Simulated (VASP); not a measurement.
The system is TaC.

```xyz
2
Lattice="0.0000 2.2339 2.2339 2.2339 0.0000 2.2339 2.2339 2.2339 0.0000" Properties=species:S:1:pos:R:3 pbc="T T T"
Ta    0.0000    0.0000    0.0000
C     2.2339    2.2339    2.2339
```

The cell is a database's computed one.

- Program: VASP 6.6.1
- Task: relaxation of cell and atoms
- Functional: PBE
- Dispersion: D3(BJ)
- Potentials or basis: VASP PAW PBE potentials, release 64 (Ta_pv, C)
- Cutoff: 600 eV
- k mesh: 16 × 16 × 16
- Occupations: gaussian, width 0.1 eV
- Spin: no spin polarisation

At the start: pressure -4.6 GPa; volume 11.15 Å³/atom.

Task: How do energy, volume and symmetry change on relaxing?

Result: Over 3 steps the energy falls by 2.2 meV/atom and the volume is 11.00 Å³/atom (-1.4 %); space group Fm-3m (No. 225, to 0.05 Å).

Step by step:
| step | energy change (eV) | largest force (eV/Å) | pressure (GPa) | volume (Å³) |
| --- | --- | --- | --- | --- |
| 1 | 0.0000 | 0.0000 | -4.58 | 22.30 |
| 2 | 0.0209 | 0.0000 | 11.88 | 21.28 |
| 3 | -0.0045 | 0.0000 | -0.04 | 21.99 |

Final structure:
```
Ta C
1.0
     0.00000    2.22369    2.22369
     2.22369    0.00000    2.22369
     2.22369    2.22369    0.00000
Ta C
1 1
Direct
  0.00000 0.00000 0.00000
  0.50000 0.50000 0.50000
```

Caveat: pairwise dispersion overbinds metals, which lowers pressure and volume.
